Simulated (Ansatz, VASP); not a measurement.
## One calculation of ZrN, two programs

```
Zr N
1.0
     6.44759    0.00000    0.00000
     0.00000    6.44759    0.00000
     0.00000    0.00000   20.55914
Zr N
12 12
Direct
  0.25000 0.25000 0.38912
  0.25000 0.75000 0.38912
  0.75000 0.25000 0.38912
  0.75000 0.75000 0.38912
  0.50000 0.50000 0.49811
  0.50000 0.00000 0.49811
  0.00000 0.50000 0.49811
  0.00000 0.00000 0.49811
  0.75000 0.75000 0.60315
  0.75000 0.25000 0.60315
  0.25000 0.75000 0.60315
  0.25000 0.25000 0.60315
  0.50000 0.50000 0.38912
  0.50000 0.00000 0.38912
  0.00000 0.50000 0.38912
  0.00000 0.00000 0.38912
  0.75000 0.75000 0.49627
  0.75000 0.25000 0.49627
  0.25000 0.75000 0.49627
  0.25000 0.25000 0.49627
  0.00000 0.00000 0.61286
  0.00000 0.50000 0.61286
  0.50000 0.00000 0.61286
  0.50000 0.50000 0.61286
```

Alike in both runs: functional PBE; dispersion D3(BJ); k mesh 3 × 3 × 1; occupations gaussian, width 0.1 eV; no spin polarisation.

Ansatz relaxed the structure, and its values are those at the end. VASP's run is a single point on that final structure, the one shown.

```csv
,VASP,Ansatz
version,VASP 6.6.1,Ansatz 0.2.0
potentials or method,"VASP PAW PBE potentials, release 64 (Zr_sv, N)","scalar-relativistic, plane waves, PAW"
plane-wave cutoff (eV),520,420
valence electrons in the cell,204,204
```

```csv
,VASP,Ansatz,Ansatz less VASP
gap on the k mesh at the Fermi level (eV),0.08,0.08,0.000
least direct gap on the mesh (eV),0.08,0.08,0.000
rms of the force components (eV/Å),0.417,0.417,+0.0001
```
